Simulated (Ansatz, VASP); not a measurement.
**One calculation of CdSe, two programs**

POSCAR

```
CdSe
1.0
    0.0000000000      3.0524420594      3.0524420594
    3.0524420594      0.0000000000      3.0524420594
    3.0524420594      3.0524420594      0.0000000000
Cd Se
1 1
Direct
    0.0000000000      0.0000000000      0.0000000000
    0.2500000000      0.2500000000      0.2500000000
```

File INCAR.step1:

```
PREC = Accurate
ENCUT = 520
ISMEAR = 0
SIGMA = 0.01
LREAL = False
LASPH = True
NELM = 60
NBANDS = 16
GGA = PE
ALGO = Normal
EDIFF = 1E-4
LWAVE = True
LCHARG = False
```

Contents of INCAR.step2:

```
PREC = Accurate
ENCUT = 520
EDIFF = 1E-6
ISMEAR = 0
SIGMA = 0.01
LREAL = False
LASPH = True
NELM = 60
ALGO = Normal
ISIF = 2
LWAVE = False
LCHARG = True
METAGGA = R2SCAN
LMIXTAU = True
LELF = True
LVHAR = True
NBANDS = 16
ISTART = 1
```

The input KPOINTS:

```
regular mesh
0
Gamma
  8 8 8
```

Input for Ansatz:

```yaml
crystal:
  lattice:
    - [0.0, 3.0524420594, 3.0524420594]
    - [3.0524420594, 0.0, 3.0524420594]
    - [3.0524420594, 3.0524420594, 0.0]
  atoms:
    - { symbol: Cd, position: [0.0, 0.0, 0.0] }
    - { symbol: Se, position: [0.25, 0.25, 0.25] }
kpoints:
  mp_grid: { grid: [8, 8, 8] }
  band_path:
    path:
      - [0.0, 0.0, 0.0]
      - [-0.5, -0.5, 0.0]
      - [-0.375, -0.375, 0.25]
      - [-0.375, 0.0, 0.375]
      - [0.0, 0.0, 0.5]
      - [-0.5, -0.25, 0.25]
    npoints: 1
hamiltonian:
  xc: r2scan
scf:
  occupations: { method: fixed }
  n_extra_bands: 4
output:
  forces: true
  stress: true
  eigenvalues: true
  write_density: true
  write_potential: true
  elf: true
  volumetric_format: npy
```

Change from the starting cell: hydrostatic strain -0.5%.

Alike in both runs: task single point; functional r2SCAN; k mesh 8 × 8 × 8; no spin polarisation.

```csv
,VASP,Ansatz
version,VASP 6.6.1,Ansatz 0.2.0
potentials or method,"VASP PAW PBE potentials, release 64 (Cd, Se)","plane waves, PAW"
plane-wave cutoff (eV),520,500
occupations,"gaussian, width 0.01 eV",fixed
valence electrons in the cell,18,36
```

|  | VASP | Ansatz | Ansatz less VASP |
| --- | --- | --- | --- |
| gap on the k mesh at the Fermi level (eV) | 1.06 | 1.07 | +0.009 |
| pressure (GPa) | 1.0 | 0.7 | -0.26 |

The two sets of potentials don't hold the same shells in valence.

Caveats: the PAW data sets were made with another functional, which shifts forces and pressure a little (VASP).
